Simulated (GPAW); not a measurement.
# Sb (R-3m) in GPAW: a series of runs, part 3 of 3

GPAW 26.7.0. The steps go on from the part before.

## 5. Band structure, r2SCAN, spin-orbit coupling, no magnetisation

Input file run.py:

```python
import numpy as np
from ase import Atoms
from ase.dft.bandgap import bandgap
from ase.io import write
from ase.units import GPa
from gpaw import GPAW, PW
from gpaw.spinorbit import soc_eigenstates

atoms = Atoms(['Sb', 'Sb'],
              cell=[[2.1542, 1.2437279499, 3.758],
                    [-2.1542, 1.2437279499, 3.758],
                    [0.0, -2.4874558998, 3.758]],
              scaled_positions=[[0.76651, 0.76651, 0.76651],
                                [0.23349, 0.23349, 0.23349]],
              pbc=True)

calc = GPAW(mode=PW(600),
            xc='MGGA_X_R2SCAN+MGGA_C_R2SCAN',
            kpts={'size': (6, 6, 6), 'gamma': True},
            occupations={'name': 'fermi-dirac', 'width': 0.05},
            nbands=25,
            convergence={'density': 1e-05, 'energy': 1e-05},
            maxiter=150,
            txt='gpaw.txt')
atoms.calc = calc
energy = atoms.get_potential_energy()
forces = atoms.get_forces()
stress = atoms.get_stress()
calc.write('gs.gpw')
write('result.traj', atoms)
print(f'Energy: {energy:.6f} eV')
print('Forces (eV/A):')
print(forces.round(4))
print('Stress (GPa):', (stress / GPa).round(3))
print('Fermi level:', round(calc.get_fermi_level(), 4), 'eV')
print(f'Gap: {bandgap(calc)[0]:.4f} eV, direct: {bandgap(calc, direct=True)[0]:.4f} eV')

path = atoms.cell.bandpath('GLB1,BZGX,QFP1Z,LP', npoints=60, eps=1e-4)
bs_calc = calc.fixed_density(kpts=path, symmetry='off', nbands=40,
                             convergence={'bands': 'CBM+6.0', 'eigenstates': 1e-6}, txt='bands.txt')
bs = bs_calc.band_structure()
bs.write('bs.json')
print(f'Gap on the path: {bandgap(bs_calc)[0]:.4f} eV')

soc = soc_eigenstates(bs_calc, theta=90, phi=0, ignore_xc_potential=True)
np.savetxt('soc_bands.dat', soc.eigenvalues(), fmt='%.4f')
mesh = soc_eigenstates('gs.gpw', theta=90, phi=0, ignore_xc_potential=True)
np.savetxt('soc_mesh.dat', mesh.eigenvalues(), fmt='%.4f')
print('Fermi level with spin-orbit coupling:', round(mesh.fermi_level, 4), 'eV')
```

Potentials or basis: GPAW PAW data sets (gpaw-data 1.2.1), pw.

Run with:

```bash
$ OMP_NUM_THREADS=1 python run.py
```

gpaw.txt:

```text
__  _  _
 | _ |_)|_||  |
 |__||  | ||/\| - 26.7.0

Input parameters:
  mode=PW(ecut=600.0),
  convergence={'density': 1e-05, 'energy': 1e-05},
  kpts=MonkhorstPack(size=(6, 6, 6), gamma=True),
  maxiter=150,
  nbands=25,
  occupations=Occupations(name='fermi-dirac', width=0.05),
  xc=XC(name='MGGA_X_R2SCAN+MGGA_C_R2SCAN')

Diagonalizing LCAO Hamiltonian
Converting LCAO to pw mode

       Sb

       Sb

Atoms  # Å, Bohr magnetons
|   | symbol |         x |         y |        z |    initial magnetic moments |
|---|--------|-----------|-----------|----------|-----------------------------|
| 0 |     Sb |  0.000000 | -0.000000 | 8.641634 | ( 0.0000,  0.0000,  0.0000) |
| 1 |     Sb | -0.000000 | -0.000000 | 2.632366 | ( 0.0000,  0.0000,  0.0000) |

Unit cell  # Å
| periodic |         x |         y |        z |  lengths |    angles |
|----------|-----------|-----------|----------|----------|-----------|
[... 148 lines left out ...]

Converged in 17 steps
Energy contributions relative to reference atoms: (reference = -352563.116496)

Energy contributions:
  Kinetic:           6.028790
  Coulomb:          -6.413587
  Zero:              0.040338
  External:          0.000000
  Xc:              -38.311962
  Entropy:          -0.002707
  Spinorbit:         0.000000
  ----------------------------
  Free energy:     -38.659128
  Extrapolated:    -38.657775

dipole moment: (0.000000, 0.000000, -0.000002)  # |e|*Ang

Fermi level: 7.004
Eigenvalues  # (at kpt = [0.000, 0.000, 0.000])
| band index |      eig [eV] | occ [0-2] |
|------------|---------------|-----------|
|          0 |       -23.455 |     2.000 |
|        ... |               |           |
|          7 |       -23.224 |     2.000 |
|          8 |       -23.149 |     2.000 |
|          9 |       -23.149 |     2.000 |
|         10 |        -6.421 |     2.000 |
|         11 |         2.120 |     2.000 |
|         12 |         4.614 |     2.000 |
[... 8 lines left out ...]
|         21 |        14.072 |     0.000 |
|         22 |        14.260 |     0.000 |
|        ... |               |           |
|         24 |        15.448 |     0.000 |

No gap
No difference between direct/indirect transitions

Forces  # eV/Ang
|       x |        y |        z |
|---------|----------|----------|
| 0.00000 | -0.00000 |  0.10186 |  # Sb   0
| 0.00000 | -0.00000 | -0.10186 |  # Sb   1

Stress tensor  # eV/Ang^3
|         x |         y |         z |
|-----------|-----------|-----------|
| -0.009688 | -0.000000 | -0.000000 |
| -0.000000 | -0.009688 |  0.000000 |
| -0.000000 |  0.000000 | -0.009124 |

# Writing to gs.gpw (mode='')
```

stdout:

```text
Energy: -38.657775 eV
Forces (eV/A):
[[ 0.     -0.      0.1019]
 [ 0.     -0.     -0.1019]]
Stress (GPa): [-1.552 -1.552 -1.462  0.    -0.    -0.   ]
Fermi level: 7.0044 eV
Gap: 0.0000 eV, direct: 0.0000 eV
Gap on the path: 0.0000 eV
Fermi level with spin-orbit coupling: 7.0114 eV
```

Run time: 5.1 min. Hardware: 1 thread of Arm Neoverse V2, shared host; peak memory 0.43 GiB.

What came out:

* Free energy: -38.6591 eV
* Pressure: 1.5 GPa
* Largest force: 0.102 eV/Å
* Band gap along the path: none (metal or under the smearing width)

Forces in eV/Å, atoms in the order of the input:
```
Sb   0.000  0.000  0.102
Sb   0.000  0.000 -0.102
```

Levels at the corners of the path, in eV from the Fermi level:
```csv
point,band 26,band 27,band 28,band 29,band 30,band 31,band 32,band 33,band 34,band 35
Γ,-2.78,-2.03,-2.03,-1.85,-1.85,1.80,1.80,2.63,2.63,2.98
L,-2.32,-2.17,-2.17,-0.49,-0.49,-0.19,-0.19,0.27,0.27,0.43
B1,-5.42,-5.25,-5.25,-0.98,-0.98,0.64,0.65,4.73,4.73,4.95
B,-5.42,-5.25,-5.25,-0.98,-0.98,0.65,0.65,4.73,4.73,4.95
Z,-1.90,-1.33,-1.33,-0.59,-0.59,-0.09,-0.09,0.19,0.19,1.19
Γ,-2.78,-2.03,-2.03,-1.85,-1.85,1.80,1.80,2.63,2.63,2.98
X,-5.73,-3.62,-3.62,-3.12,-3.12,2.69,2.69,3.42,3.42,4.35
Q,-5.73,-3.62,-3.62,-3.12,-3.12,2.69,2.69,3.42,3.42,4.35
F,-5.83,-4.33,-4.33,-3.87,-3.87,1.62,1.62,4.90,4.90,5.91
P1,-5.78,-3.65,-3.65,-2.91,-2.91,2.46,2.46,3.21,3.21,4.90
Z,-1.90,-1.33,-1.33,-0.59,-0.59,-0.09,-0.09,0.19,0.19,1.19
L,-2.32,-2.17,-2.17,-0.49,-0.49,-0.19,-0.19,0.27,0.27,0.43
P,-5.78,-3.65,-3.65,-2.91,-2.91,2.46,2.46,3.21,3.21,4.90
```

Caveat: spin-orbit coupling was added after a scalar SCF, so levels and gaps hold it while energy, forces, pressure and moments don't; this program's spin-orbit splittings come out too wide for heavy elements; the PAW data sets were made with another functional, which shifts forces and pressure a little.

## 6. The runs side by side

| level | potentials or basis | spin | k mesh | cutoff (eV) | band points | spin axis theta (degrees) | spin axis phi (degrees) | grid spacing | gap on the mesh (eV) | pressure (GPa) | largest force (eV/Å) |
| --- | --- | --- | --- | --- | --- | --- | --- | --- | --- | --- | --- |
| r2SCAN | GPAW PAW data sets (gpaw-data 1.2.1), pw | SOC, no magnetisation | 5 × 5 × 5 | 600 | 60 | 90 | 0 | - | 0.24 | 1.4 | 0.14 |
| M06-L | GPAW PAW data sets (gpaw-data 1.2.1), pw | SOC, no magnetisation | 5 × 5 × 5 | 600 | 80 | 0 | 0 | - | 0.31 | 4.2 | 0.48 |
| PBE | GPAW PAW data sets (gpaw-data 1.2.1), fd | off | 5 × 5 × 5 | - | 80 | - | - | 0.2 Å | - | - | - |
| r2SCAN | GPAW PAW data sets (gpaw-data 1.2.1), pw | SOC, no magnetisation | 6 × 6 × 6 | 600 | 60 | 90 | 0 | - | - | 1.5 | 0.10 |

Alike in all rows: task band structure; cell as given; smearing fermi-dirac 0.05 eV.

Caveats: spin-orbit coupling was added after a scalar SCF, so levels and gaps hold it while energy, forces, pressure and moments don't (some runs); this program's spin-orbit splittings come out too wide for heavy elements (some runs); the PAW data sets were made with another functional, which shifts forces and pressure a little (some runs); the mesh misses the band edges, which the band path finds closer together (some runs); the real-space grid adds noise to forces (some runs); spin-orbit coupling is left out, which moves the levels of the heavy elements (some runs).

Absolute energies hang on the potentials; compare differences alone.
